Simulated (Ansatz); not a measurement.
SiC (F-43m): one-shot GW input and result

Method: G0W0@PBE, plasmon-pole screening, hard PAW set made for 700 eV (Ansatz).

Input files:

```json
{
 "crystal": {
  "lattice": [
   [
    0.0,
    2.179,
    2.179
   ],
   [
    2.179,
    0.0,
    2.179
   ],
   [
    2.179,
    2.179,
    0.0
   ]
  ],
  "atoms": [
   {
    "symbol": "Si",
    "position": [
     0,
     0,
     0
    ]
   },
   {
    "symbol": "C",
    "position": [
     0.25,
     0.25,
     0.25
    ]
   }
  ]
 },
 "kpoints": {
  "mp_grid": {
   "grid": [
    6,
    6,
    6
   ],
   "shift": [
    0,
    0,
    0
   ]
  }
 },
 "hamiltonian": {
  "xc": "pbe",
  "pseudopotentials": {
   "kind": "paw",
   "azcp": {
    "Si": "pseudopotentials/Si.paw.azcp",
    "C": "pseudopotentials/C.paw.azcp"
   }
  }
 },
 "scf": {
  "occupations": {
   "method": "fixed"
  },
  "convergence": {
   "dr2_threshold": "1e-9 eV"
  },
  "lower_state_search": "off"
 },
 "output": {
  "forces": false,
  "stress": false
 },
 "gw": {
  "n_empty_bands": 204,
  "ecut_chi": 180.0,
  "qp_bands": [
   "v4",
   "c1"
  ],
  "qp_kpoints": [
   [
    0,
    0,
    0
   ]
  ],
  "ecutfock_ratio": 2
 },
 "basis": {
  "ecutwfc": 700
 }
}
```

The input is rewritten from the run's settings (development build, wave cutoff 700 eV).

Linearised quasiparticle energies, zero at the top filled Kohn-Sham level among these points. VB is the top filled band, CB the lowest empty one. Linearised levels far below the gap are rough.

```tsv
k	band	ε_KS (eV)	Σx − Vxc (eV)	Σc (eV)	Z	ε_QP (eV)
Γ	VB-3	-15.41	-8.94	7.49	0.69	-16.40
Γ	VB-2	0.00	-2.60	1.70	0.80	-0.72
Γ	VB-1	0.00	-2.60	1.70	0.80	-0.72
Γ	VB	0.00	-2.60	1.70	0.80	-0.72
Γ	CB	6.22	5.80	-5.34	0.80	6.59
```

The gap (direct at Γ) opens from 6.22 eV to 7.30 eV.

Electronic (ion-clamped) dielectric constant on this mesh, from the head of the inverse dielectric matrix: 7.2.

Band sums or response are cut, so the gap isn't at its basis limit. The gap is read among the points solved; the crystal's band edges can lie elsewhere.
